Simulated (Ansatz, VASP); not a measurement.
One calculation of GaSb, two programs

```
CELL_PARAMETERS angstrom
0.00000 3.05900 3.05900
3.05900 0.00000 3.05900
3.05900 3.05900 0.00000
ATOMIC_POSITIONS crystal
Sb 0.75000 0.75000 0.75000
Ga 0.00000 0.00000 0.00000
```

Alike in both runs: task elastic constants; functional LDA; k mesh 6 × 6 × 6; occupations fermi-dirac, width 0.05 eV; no spin polarisation.

|  | VASP | Ansatz |
| --- | --- | --- |
| version | VASP 6.6.1 | Ansatz 0.2.0 |
| potentials or method | VASP PAW LDA potentials, release 64 (Sb, Ga_d) | Ansatz PAW |
| plane-wave cutoff (eV) | 600 | 420 |
| valence electrons in the cell | 18 | 28 |

```csv
,VASP,Ansatz,Ansatz less VASP
elastic constant that differs most (GPa),82,76,-6.1
Voigt bulk modulus (GPa),52,47,-4.7
```

The two sets of potentials don't hold the same shells in valence.

Caveats: elastic constants of metals need much finer meshes, so these are rough (Ansatz); the PAW data sets come from PBE, with cores solved anew for the run's functional, which leaves a small shift of forces and pressure (Ansatz). The runs have no spin-orbit coupling, so splittings on Sb are missing.
